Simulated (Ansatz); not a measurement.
Theory: Ansatz, DFT PBE, scalar-relativistic, plane waves, PAW. All cells share a 420 eV cutoff and Γ-centred k meshes spaced at most about 0.3 Å⁻¹ (about 0.25 or finer for metals, 2π included). No spin polarisation.

These are static total energies at zero pressure.

Question: Order these relaxed structures of Mg₇Se by energy, lowest first, with the energy over the lowest of them.
A. Space group P-6m2 (No. 187), hexagonal, a = 6.246 Å, c = 5.301 Å. Mg on a site of symmetry mm2 is surrounded by 10 Mg at 3.10–3.21 Å and 2 Se at 3.12 Å; Mg on a second site of symmetry mm2 has 10 Mg at 3.12–3.21 Å and 2 Se at 3.21 Å; Mg on a site of symmetry -6m2 is surrounded by 12 Mg at 3.12–3.20 Å; Se is surrounded by 12 Mg at 3.12–3.21 Å.
B. Space group Fm-3m (No. 225), cubic, a = 8.939 Å. Mg on a site of symmetry mmm has 10 Mg at 3.16 Å and 2 Se at 3.16 Å; around Mg on a site of symmetry m-3m lie 12 Mg at 3.16 Å; Se is surrounded by 12 Mg at 3.16 Å.

Answer: B (0 meV/atom), A (38 meV/atom). Counting Mg atoms around Se (those within 1.25 times the shortest such distance or 1.15 times the sum of covalent radii; the shortest distance is added where it is long for a bond): B has Se 12 from 3.2 Å; A has Se 12 from 3.1 Å. Both come from invented guesses.

Cells relaxed within their symmetry can be saddle points. Some structure types and database cells were kept out of the candidates from the start, so a known form may be missing.
